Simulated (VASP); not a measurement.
Crystal: Te2Pt.

```
CELL_PARAMETERS angstrom
4.01000 0.00000 0.00000
-2.00500 3.47276 0.00000
0.00000 0.00000 5.20100
ATOMIC_POSITIONS crystal
Te 0.33333 0.66667 0.25000
Te 0.66667 0.33333 0.75000
Pt 0.00000 0.00000 0.00000
```

| Property | Result |
| --- | --- |
| Program | VASP 6.6.1 |
| Task | relaxation of cell and atoms |
| Functional | PBE |
| Dispersion | D3(BJ) |
| Potentials or basis | VASP PAW PBE potentials, release 64 (Te, Pt) |
| Cutoff | 600 eV |
| k mesh | 9 × 9 × 5 |
| Occupations | gaussian, width 0.03 eV |
| Spin | no spin polarisation |

At the start: pressure 4.6 GPa; volume 24.14 Å³/atom.

Task: Where does the relaxation end?

Result: Over 15 steps the energy falls by 32.9 meV/atom and the volume is 24.11 Å³/atom (-0.1 %); space group P-3m1 (No. 164, to 0.05 Å).

The path:
```csv
step,energy change (eV),largest force (eV/Å),pressure (GPa),volume (Å³)
1,0.0000,1.0644,4.59,72.43
2,0.0682,0.4298,-7.14,79.92
3,-0.0608,0.3738,-0.96,75.30
4,-0.0608,0.3862,-0.85,75.24
5,-0.0781,0.2935,-0.65,74.43
6,-0.0947,0.0340,0.05,72.82
7,-0.0948,0.0050,0.11,72.65
8,-0.0978,0.0596,-0.30,72.64
9,-0.0979,0.0759,-0.41,72.63
10,-0.0973,0.0462,0.76,71.77
11,-0.0986,0.0246,0.09,72.27
12,-0.0986,0.0254,0.08,72.28
13,-0.0987,0.0148,-0.02,72.35
14,-0.0987,0.0131,-0.02,72.36
15,-0.0987,0.0037,0.04,72.33
```

Final structure:
```xyz
3
Lattice="4.0471 0.0000 0.0000 -2.0236 3.5049 0.0000 0.0000 0.0000 5.0992" Properties=species:S:1:pos:R:3 pbc="T T T"
Te    0.0000    2.3366    1.3599
Te    2.0236    1.1683    3.7393
Pt    0.0000    0.0000    0.0000
```

Caveat: pairwise dispersion overbinds metals, which lowers pressure and volume.
